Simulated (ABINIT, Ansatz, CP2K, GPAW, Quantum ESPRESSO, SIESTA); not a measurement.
# One structure in several programs: Sb2Te3 (R-3m, 5 atoms in the cell)

Self-consistent single point, at a second geometry (lattice scaled by 0.98). First geometry:

```yaml
crystal:
  lattice:
    - [2.17348, 1.25486, 10.69840]
    - [-2.17348, 1.25486, 10.69840]
    - [0.00000, -2.50972, 10.69840]
  atoms:
    - { symbol: Sb, position: [0.60420, 0.60420, 0.60420] }
    - { symbol: Sb, position: [0.39580, 0.39580, 0.39580] }
    - { symbol: Te, position: [0.78254, 0.78254, 0.78254] }
    - { symbol: Te, position: [0.21746, 0.21746, 0.21746] }
    - { symbol: Te, position: [0.00000, 0.00000, 0.00000] }
```

Shared settings, as Ansatz (a quantum-chemistry and plane-wave program) writes them: kpoints.mp_grid.grid = 4 4 4; scf.occupations.method = gaussian; scf.occupations.width = 0.0147 Ry. Potentials and cutoffs stand in the table.

```tsv
code	model	ΔF from the first geometry (meV/atom)	pressure (GPa)	largest force (eV/Å)	cutoff
ABINIT	PBE, PAW (JTH v2.0 PBE PAW)	7.9	2.11	0.265	40 Ry
Ansatz	PBE, PAW files	8.1	2.16	0.251	30.9 Ry
GPAW	PBE, GPAW PAW datasets PBE (gpaw-data 1.0.1)	4.6	1.86	0.215	600 eV
SIESTA	GGA PBE, numerical atomic orbitals DZP, PseudoDojo PBE standard norm-conserving potentials (rewritten from UPF to PSML)	11.8	2.85	0.827	grid 400 Ry
CP2K	PBE, GPW, DZVP-MOLOPT-SR-GTH basis, GTH-PBE potentials (GTH_POTENTIALS)	18.5	3.08	0.408	grid 400 Ry
Quantum ESPRESSO	PBE, PSlibrary PAW (PBE) pseudopotentials	6.7	2.07	0.255	40 Ry
```

Size of the force on each atom (eV/Å): Sizes of forces hide their directions.

| code | Sb1 | Sb2 | Te3 | Te4 | Te5 |
|---|---|---|---|---|---|
| ABINIT | 0.080 | 0.080 | 0.265 | 0.265 | 0.000 |
| Ansatz | 0.059 | 0.059 | 0.251 | 0.251 | 0.000 |
| GPAW | 0.059 | 0.059 | 0.215 | 0.215 | 0.000 |
| SIESTA | 0.347 | 0.347 | 0.827 | 0.827 | 0.000 |
| CP2K | 0.122 | 0.122 | 0.408 | 0.408 | 0.000 |
| Quantum ESPRESSO | 0.087 | 0.087 | 0.255 | 0.255 | 0.000 |

On Ansatz's run: spin-orbit coupling is off.

The spread over the programs that give each value: ΔF from the first geometry within 13.9 meV/atom; pressure within 1.22 GPa; largest force within 0.612 eV/Å.

SIESTA and CP2K use small atom-centred bases, whose incompleteness enters pressures, forces and empty levels differently from a plane-wave cutoff. Ansatz's pressure is given at a fixed set of plane waves, as the other plane-wave codes print theirs. In the force vectors, SIESTA (by 0.574) and CP2K (by 0.155) lie more than 0.08 eV/Å from the median of the plane-wave programs.

The shared mesh is coarse (it stands for a supercell whose shortest vector is 17 Å), so the values are not converged in it.

The starting cell comes from a database of computed structures (which also holds hypothetical and non-ambient phases and stackings), without a prior relaxation at this level. Its lattice was rescaled by a random factor within 2.5 % of one. For this run, on top of that: lattice scaled by 0.98.

Left out of this page: Elk and FLEUR (not drawn, or without a comparable value).

Keys are those of Ansatz 0.2.
